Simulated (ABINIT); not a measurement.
# TaN (Fm-3m) in ABINIT: reference runs

Aim: a first look at TaN with PBEsol, on the cell as given and on a disturbed one.

Everything below comes from runs of ABINIT 10.8.3 (patched build). Logs are shortened: lines on timing, memory, paths and dates and some standing lists are left out, and cuts for length are marked. The log counts tension as positive stress, the text compression.

## 1. The crystal as given

It takes space group Fm-3m (No. 225, cubic). The conventional cell has a = 4.423 Å, b = 4.423 Å, c = 4.423 Å, α = 90.00°, β = 90.00°, γ = 90.00°. Ta (site symmetry m-3m) is surrounded by 6 N at 2.21 Å. N (site symmetry m-3m) is surrounded by 6 Ta at 2.21 Å.

The cell comes from a database or a generator and needn't be the stable form of this composition.

## 2. Single point, PBEsol

The input, run.abi:

```
pp_dirpath "./"
pseudos "Ta.upf, N.upf"

acell 3*1.0
rprim
     0.0000000000     4.1787948431     4.1787948431
     4.1787948431     0.0000000000     4.1787948431
     4.1787948431     4.1787948431     0.0000000000
ntypat 2
znucl 73 7
natom 2
typat 1 2
xcart
     4.1787948431     4.1787948431     4.1787948431
     0.0000000000     0.0000000000     0.0000000000

ecut 42.0

kptopt 1
ngkpt 10 10 10
nshiftk 1
shiftk 0.0 0.0 0.0

ixc -116133

nband 13
occopt 3
tsmear 0.00183747

nstep 100
tolvrs 1.0e-10

iomode 3
prtwf 0
prteig 0
prtebands 0
enunit 2
prtden 1
prtvha 1
prtvclmb 1
prtpot 1
prtelf 1
```

Potentials or basis: PseudoDojo NC SR PBEsol v0.4.1 standard.

The run is started by

```sh
abinit run.abi > log 2>&1
```

run.abo:

```text
.Version 10.8.3 of ABINIT
 Symmetries : space group Fm -3 m (#225); Bravais cF (face-center cubic)
================================================================================
 Values of the parameters that define the memory need of the present run
     intxc =       0    ionmov =       0      iscf =       7    lmnmax =       8
     lnmax =       8     mgfft =      36  mpssoang =       4    mqgrid =    3001
     natom =       2  nloc_mem =       1    nspden =       1   nspinor =       1
    nsppol =       1      nsym =      48    n1xccc =    2501    ntypat =       2
    occopt =       3   xclevel =       2
       mpw =        1916          nfft =       46656          nkpt =          47
================================================================================
================================================================================

--------------------------------------------------------------------------------
------------- Echo of variables that govern the present computation ------------
--------------------------------------------------------------------------------
 -outvars: echo values of preprocessed input variables --------
            acell      1.0000000000E+00  1.0000000000E+00  1.0000000000E+00 Bohr
              amu      1.80947900E+02  1.40067400E+01
             ecut      4.20000000E+01 Hartree
           enunit           2
              ixc     -116133
         kptrlatt       10    0    0      0   10    0      0    0   10
          kptrlen      5.90970834E+01
            natom           2
            nband          13
            ngfft          36      36      36
             nkpt          47
            nstep         100
             nsym          48
           ntypat           2
           occopt           3
        prtebands           0
           prteig           0
           prtelf           1
           prtpot           1
         prtvclmb           1
           prtvha           1
            prtwf           0
            rprim      0.0000000000E+00  4.1787948431E+00  4.1787948431E+00
                       4.1787948431E+00  0.0000000000E+00  4.1787948431E+00
                       4.1787948431E+00  4.1787948431E+00  0.0000000000E+00
          spgroup         225
           tolvrs      1.00000000E-10
           tsmear      1.83747000E-03 Hartree
            typat      1  2
           xangst      2.2113229985E+00  2.2113229985E+00  2.2113229985E+00
                       0.0000000000E+00  0.0000000000E+00  0.0000000000E+00
            xcart      4.1787948431E+00  4.1787948431E+00  4.1787948431E+00
                       0.0000000000E+00  0.0000000000E+00  0.0000000000E+00
             xred      5.0000000000E-01  5.0000000000E-01  5.0000000000E-01
                       0.0000000000E+00  0.0000000000E+00  0.0000000000E+00
            znucl       73.00000    7.00000

================================================================================

 chkinp: Checking input parameters for consistency.
[... 109 lines left out ...]

 ----iterations are completed or convergence reached----

 Mean square residual over all n,k,spin=   80.952E-07; max=  30.150E-04
 reduced coordinates (array xred) for    2 atoms
       0.500000000000      0.500000000000      0.500000000000
       0.000000000000      0.000000000000      0.000000000000
 rms dE/dt=  0.0000E+00; max dE/dt=  0.0000E+00; dE/dt below (all hartree)
    1       0.000000000000      0.000000000000      0.000000000000
    2       0.000000000000      0.000000000000      0.000000000000

 cartesian coordinates (angstrom) at end:
    1      2.21132299850731     2.21132299850731     2.21132299850731
    2      0.00000000000000     0.00000000000000     0.00000000000000

 cartesian forces (hartree/bohr) at end:
    1     -0.00000000000000    -0.00000000000000    -0.00000000000000
    2     -0.00000000000000    -0.00000000000000    -0.00000000000000
 frms,max,avg= 0.0000000E+00 0.0000000E+00   0.000E+00  0.000E+00  0.000E+00 h/b

 cartesian forces (eV/Angstrom) at end:
    1     -0.00000000000000    -0.00000000000000    -0.00000000000000
    2     -0.00000000000000    -0.00000000000000    -0.00000000000000
 frms,max,avg= 0.0000000E+00 0.0000000E+00   0.000E+00  0.000E+00  0.000E+00 e/A
 length scales=  1.000000000000  1.000000000000  1.000000000000 bohr
              =  0.529177210544  0.529177210544  0.529177210544 angstroms
 Fermi (or HOMO) energy (hartree) =   0.58740   Average Vxc (hartree)=  -0.51313
 Eigenvalues (hartree) for nkpt=  47  k points:
 kpt#   1, nband= 13, wtk=  0.00100, kpt=  0.0000  0.0000  0.0000 (reduced coord)
  -1.96847   -0.72683   -0.72683   -0.72683   -0.09829    0.44821    0.44821    0.44821
   0.51061    0.51061    0.51061    0.58815    0.58815
      occupation numbers for kpt#   1
   2.00000    2.00000    2.00000    2.00000    2.00000    2.00000    2.00000    2.00000
   2.00000    2.00000    2.00000    0.79924    0.79924
 prteigrs : prtvol=0 or 1, do not print more k-points.

 Fermi (or HOMO) energy (eV) =  15.98407   Average Vxc (eV)= -13.96299
 Eigenvalues (   eV  ) for nkpt=  47  k points:
 kpt#   1, nband= 13, wtk=  0.00100, kpt=  0.0000  0.0000  0.0000 (reduced coord)
 -53.56478  -19.77794  -19.77794  -19.77794   -2.67450   12.19631   12.19631   12.19631
  13.89439   13.89439   13.89439   16.00442   16.00442
 prteigrs : prtvol=0 or 1, do not print more k-points.

--- !EnergyTerms
iteration_state     : {dtset: 1, }
comment             : Components of total free energy in Hartree
kinetic             :  2.42533167547883E+01
hartree             :  7.60306640161089E+00
xc                  : -1.77781570485291E+01
Ewald energy        : -6.16881514960491E+01
psp_core            :  3.32672465516987E+00
local_psp           : -3.47435377352897E+01
non_local_psp       :  3.53218863197977E+00
internal            : -7.54945498363190E+01
'-kT*entropy'       : -2.15671248175807E-04
total_energy        : -7.54947655075672E+01
total_energy_eV     : -2.05431722377618E+03
band_energy         : -5.39281989721668E+00
...

 Cartesian components of stress tensor (hartree/bohr^3)
  sigma(1 1)=  3.78026444E-04  sigma(3 2)=  0.00000000E+00
  sigma(2 2)=  3.78026444E-04  sigma(3 1)=  0.00000000E+00
  sigma(3 3)=  3.78026444E-04  sigma(2 1)=  0.00000000E+00

-Cartesian components of stress tensor (GPa)         [Pressure= -1.1122E+01 GPa]
- sigma(1 1)=  1.11219220E+01  sigma(3 2)=  0.00000000E+00
- sigma(2 2)=  1.11219220E+01  sigma(3 1)=  0.00000000E+00
- sigma(3 3)=  1.11219220E+01  sigma(2 1)=  0.00000000E+00

== END DATASET(S) ==============================================================
================================================================================

 -outvars: echo values of variables after computation  --------
            acell      1.0000000000E+00  1.0000000000E+00  1.0000000000E+00 Bohr
           etotal     -7.5494765508E+01
            fcart     -0.0000000000E+00 -0.0000000000E+00 -0.0000000000E+00
                      -0.0000000000E+00 -0.0000000000E+00 -0.0000000000E+00
            rprim      0.0000000000E+00  4.1787948431E+00  4.1787948431E+00
                       4.1787948431E+00  0.0000000000E+00  4.1787948431E+00
                       4.1787948431E+00  4.1787948431E+00  0.0000000000E+00
           strten      3.7802644399E-04  3.7802644399E-04  3.7802644399E-04
                       0.0000000000E+00  0.0000000000E+00  0.0000000000E+00
           xangst      2.2113229985E+00  2.2113229985E+00  2.2113229985E+00
                       0.0000000000E+00  0.0000000000E+00  0.0000000000E+00
             xred      5.0000000000E-01  5.0000000000E-01  5.0000000000E-01
                       0.0000000000E+00  0.0000000000E+00  0.0000000000E+00
 Calculation completed.
```

It took 32 s on 1 thread of Arm Neoverse V2, shared host; peak memory 0.08 GiB.

Results:

```
Free energy                                           : -2054.3172 eV
Pressure                                              : -11.1 GPa
Band gap on the k mesh                                : none (metal or under the smearing width)
Valence electrons inside the program's atomic spheres : Ta 9.27; N 5.32
```

Levels at points of the mesh, in eV from the Fermi level:
| k point | band 5 | band 6 | band 7 | band 8 | band 9 | band 10 | band 11 | band 12 | band 13 |
| --- | --- | --- | --- | --- | --- | --- | --- | --- | --- |
| (0.00, 0.00, 0.00) | -18.66 | -3.79 | -3.79 | -3.79 | -2.09 | -2.09 | -2.09 | 0.02 | 0.02 |
| (0.50, 0.00, 0.00) | -15.70 | -10.28 | -7.48 | -7.48 | 1.83 | 1.83 | 1.92 | 3.69 | 7.34 |
| (0.50, 0.50, 0.00) | -17.40 | -6.62 | -5.39 | -4.61 | -4.61 | 2.03 | 3.45 | 3.45 | 4.36 |

Caveat: the highest band is partly filled, so the run has too few bands.

## 3. Single point, PBEsol (atoms moved at random, drawn with an rms of 0.05 Å)

The input, run.abi:

```
# Pseudopotentials
pp_dirpath "./"
pseudos "Ta.upf, N.upf"

# Structure
acell 5.9097083415 5.9097083415 5.9097083415
rprim
     0.0000000000     0.7071067812     0.7071067812
     0.7071067812     0.0000000000     0.7071067812
     0.7071067812     0.7071067812     0.0000000000
ntypat 2
znucl 73 7
natom 2
typat 1 2
xred
     0.5135260000     0.4842130000     0.5289790000
    -0.0129020000    -0.0147020000     0.0156950000
chkprim 0
chksymtnons 0
tolsym 1.0e-6

# Plane-wave basis
ecut 42.0

# k points
kptopt 1
ngkpt 10 10 10
nshiftk 1
shiftk 0.0 0.0 0.0

# Exchange and correlation
ixc -116133

# Bands and occupations
nband 13
occopt 3
tsmear 0.05 eV

# SCF cycle
nstep 100
tolvrs 1.0e-10

# Output
iomode 3
prtwf 0
prteig 0
prtebands 0
enunit 2
prtden 1
prtvha 1
prtvclmb 1
prtpot 1
prtelf 1
```

Potentials or basis: PseudoDojo NC SR PBEsol v0.4.1 standard.

The run is started by

```sh
abinit run.abi > log 2>&1
```

run.abo:

```text
.Version 10.8.3 of ABINIT
 Symmetries : space group P1 (#  1); Bravais aP (primitive triclinic)
================================================================================
 Values of the parameters that define the memory need of the present run
     intxc =       0    ionmov =       0      iscf =       7    lmnmax =       8
     lnmax =       8     mgfft =      36  mpssoang =       4    mqgrid =    3001
     natom =       2  nloc_mem =       1    nspden =       1   nspinor =       1
    nsppol =       1      nsym =       1    n1xccc =    2501    ntypat =       2
    occopt =       3   xclevel =       2
       mpw =        1916          nfft =       46656          nkpt =         504
================================================================================
================================================================================

--------------------------------------------------------------------------------
------------- Echo of variables that govern the present computation ------------
[... 224 lines left out ...]
- sigma(1 1)=  1.04497684E+01  sigma(3 2)=  2.64626773E-01
- sigma(2 2)=  7.97902835E+00  sigma(3 1)=  6.08171553E-02
- sigma(3 3)=  9.57056958E+00  sigma(2 1)=  1.56642560E-01

== END DATASET(S) ==============================================================
================================================================================

 -outvars: echo values of variables after computation  --------
            acell      5.9097083415E+00  5.9097083415E+00  5.9097083415E+00 Bohr
           etotal     -7.5493341989E+01
            fcart     -3.7211151095E-03 -1.2149813950E-02 -7.9226977688E-03
                       3.7211151095E-03  1.2149813950E-02  7.9226977688E-03
            rprim      0.0000000000E+00  7.0710678120E-01  7.0710678120E-01
                       7.0710678120E-01  0.0000000000E+00  7.0710678120E-01
                       7.0710678120E-01  7.0710678120E-01  0.0000000000E+00
           strten      3.5518041004E-04  2.7120166118E-04  3.2529704807E-04
                       8.9944811950E-06  2.0671330943E-06  5.3241724117E-06
           xangst      2.2404947716E+00  2.3053152826E+00  2.2063231973E+00
                       2.1958437376E-03  6.1762251350E-03 -6.1041360052E-02
             xred      5.1352600000E-01  4.8421300000E-01  5.2897900000E-01
                      -1.2902000000E-02 -1.4702000000E-02  1.5695000000E-02
 Calculation completed.
```

It took 5.6 min on 1 thread of Arm Neoverse V2, shared host; peak memory 0.26 GiB.

Results:

```
Free energy                                           : -2054.2785 eV
Pressure                                              : -9.3 GPa
Largest force                                         : 0.770 eV/Å
Band gap on the k mesh                                : none (metal or under the smearing width)
Valence electrons inside the program's atomic spheres : Ta 9.27; N 5.32
```

Forces on the atoms (eV/Å):
```
Ta  -0.191 -0.625 -0.407
N    0.191  0.625  0.407
```

Caveat: the highest band is partly filled, so the run has too few bands. Spin-orbit coupling is left out, which matters for the levels of Ta.
